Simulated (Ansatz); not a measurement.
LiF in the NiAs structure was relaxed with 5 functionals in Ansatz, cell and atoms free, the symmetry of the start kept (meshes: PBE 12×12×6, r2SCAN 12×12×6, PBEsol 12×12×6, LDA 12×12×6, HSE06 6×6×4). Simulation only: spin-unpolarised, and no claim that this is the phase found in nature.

The HSE06 result:
```
Li F
1.0
     2.79073    0.00000    0.00000
    -1.39537    2.41684    0.00000
     0.00000    0.00000    4.80574
Li F
2 2
Direct
  0.00000 0.00000 0.00000
  0.00000 0.00000 0.50000
  0.33333 0.66667 0.25000
  0.66667 0.33333 0.75000
```

The symmetry is P6_3/mmc (No. 194, hexagonal); conventional cell a = 2.791 Å, c = 4.806 Å, 8.10 Å³ an atom. Li is surrounded by 6 F at 2.01 Å; F is surrounded by 6 Li at 2.01 Å.

(1) What lattice does PBEsol give?

(2) How does the cell change with LDA?

(3) Held at the r2SCAN cell, what mean stress do LDA and PBE find, and does its sign point to their own minimum?

## Answers

(1) a = 2.787 Å, c = 4.811 Å; the volume differs by -0.1 % from HSE06's. Li is surrounded by 6 F at 2.01 Å; F is surrounded by 6 Li at 2.01 Å.

(2) a = 2.718 Å, c = 4.690 Å; the volume differs by -7.4 % from HSE06's. Li has 6 F at 1.96 Å; F has 6 Li at 1.96 Å.

(3) Yes. LDA -4.63 GPa, and its relaxed volume is -5.9 % from r2SCAN's; PBE +4.39 GPa, and its relaxed volume is +6.0 % from r2SCAN's. Compression counts positive, so a positive stress asks for a larger cell.
